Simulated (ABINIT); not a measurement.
Wanted: the native input for an ABINIT 10.8.3 (patched build) run.

- Task: band structure
- Functional: OLYP
- Potentials or basis: JTH PAW PBE v2.0
- Cutoff: 544 eV
- k mesh: 13 × 13 × 13
- Occupations: fermi-dirac, width 0.05 eV
- Spin: no spin polarisation
- Fine-grid cutoff: 1088.46 eV
- Exchange and correlation inside the PAW spheres: full angular mesh (pawxcdev 0, this build's default; the released program takes 1)

Crystal: Cu.

```
Cu
1.0
     0.00000    1.80750    1.80750
     1.80750    0.00000    1.80750
     1.80750    1.80750    0.00000
Cu
1
Cartesian
  0.0000 0.0000 0.0000
```

The input as run:

run.abi

```
ndtset 2

pp_dirpath "./"
pseudos "Cu.GGA_PBE-JTH.xml"

acell 4.8305009387 4.8305009387 4.8305009387
rprim
     0.0000000000     0.7071067812     0.7071067812
     0.7071067812     0.0000000000     0.7071067812
     0.7071067812     0.7071067812     0.0000000000
ntypat 1
znucl 29
natom 1
typat 1
xred
     0.0000000000     0.0000000000     0.0000000000

ecut 20.0
pawecutdg 40.0

ixc -110131

occopt 3
tsmear 0.05 eV

nstep 100

iomode 3
prtwf 0
prteig 0
prtebands 0
enunit 1
prtden1 1
prtvha1 1
prtvclmb1 1
prtpot1 1

kptopt1 1
ngkpt1 13 13 13
nshiftk1 1
shiftk1 0.0 0.0 0.0
nband1 14
tolvrs1 1.0e-9

iscf2 -2
getden2 1
nband2 18
nbdbuf2 2
tolwfr2 1.0e-12
kptopt2 -9
ndivsm2 8
prteig2 1
prtvol2 -3
kptbounds2
     0.0000000000     0.0000000000     0.0000000000
     0.5000000000     0.0000000000     0.5000000000
     0.5000000000     0.2500000000     0.7500000000
     0.3750000000     0.3750000000     0.7500000000
     0.0000000000     0.0000000000     0.0000000000
     0.5000000000     0.5000000000     0.5000000000
     0.6250000000     0.2500000000     0.6250000000
     0.5000000000     0.2500000000     0.7500000000
     0.5000000000     0.5000000000     0.5000000000
     0.3750000000     0.3750000000     0.7500000000
```

Potentials or basis: JTH PAW PBE v2.0.

Run with:

```console
$ abinit run.abi > log 2>&1
```

It gave:

```yaml
Band_gap_on_the_k_mesh: none (metal or under the smearing width)
Valence_electrons_inside_the_program's_atomic_spheres: Cu 17.39 (radii [1.0588] Å)
```

It took 23 s on 1 thread of Arm Neoverse V2 (shared host), peak memory 0.1 GiB.
